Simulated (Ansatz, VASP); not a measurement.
Y: VASP beside Ansatz

Contents of INCAR:

```
PREC = Accurate
ENCUT = 520
EDIFF = 1E-6
ISMEAR = 0
SIGMA = 0.15
LREAL = F
LASPH = T
NELM = 100
ALGO = Normal
ISIF = 2
LWAVE = F
LCHARG = F
NBANDS = 12
```

The input KPOINTS:

```
regular mesh
0
Gamma
  16 16 16
```

The input POSCAR:

```
Y
1.0
    0.0000000000      2.4850000000      2.8577500000
    2.4850000000      0.0000000000      2.8577500000
    2.4850000000      2.4850000000      0.0000000000
Y
1
Direct
    0.0000000000      0.0000000000      0.0000000000
```

Input for Ansatz:

```yaml
crystal:
  lattice:
    - [0.0, 2.485, 2.85775]
    - [2.485, 0.0, 2.85775]
    - [2.485, 2.485, 0.0]
  atoms:
    - { symbol: "Y", position: [0.0, 0.0, 0.0] }
basis:
  ecutwfc: 420
kpoints:
  mp_grid: { grid: [16, 16, 16] }
hamiltonian:
  xc: lda
scf:
  occupations: { method: gaussian, width: 0.15 }
output:
  forces: true
  stress: true
  eigenvalues: true
```

Change from the starting cell: strain +0.1500 x Voigt [0, 0, 1, 0, 0, 0], atoms carried along.

Alike in both runs: task single point; functional LDA; k mesh 16 × 16 × 16; occupations gaussian, width 0.15 eV; no spin polarisation.

|  | VASP | Ansatz |
| --- | --- | --- |
| version | VASP 6.6.1 | Ansatz 0.2.0 |
| potentials or method | VASP PAW LDA potentials, release 64 (Y_sv) | scalar-relativistic, plane waves, PAW |
| plane-wave cutoff (eV) | 520 | 420 |
| valence electrons in the cell | 11 | 11 |

|  | VASP | Ansatz | Ansatz less VASP |
| --- | --- | --- | --- |
| gap on the k mesh at the Fermi level (eV) | none | none | - |
| pressure (GPa) | -6.2 | -6.1 | +0.09 |
| largest component of the traceless stress (GPa) | 2.82 | 2.82 | -0.008 |

A gap of «none» marks a metal or a gap that the smearing closes.
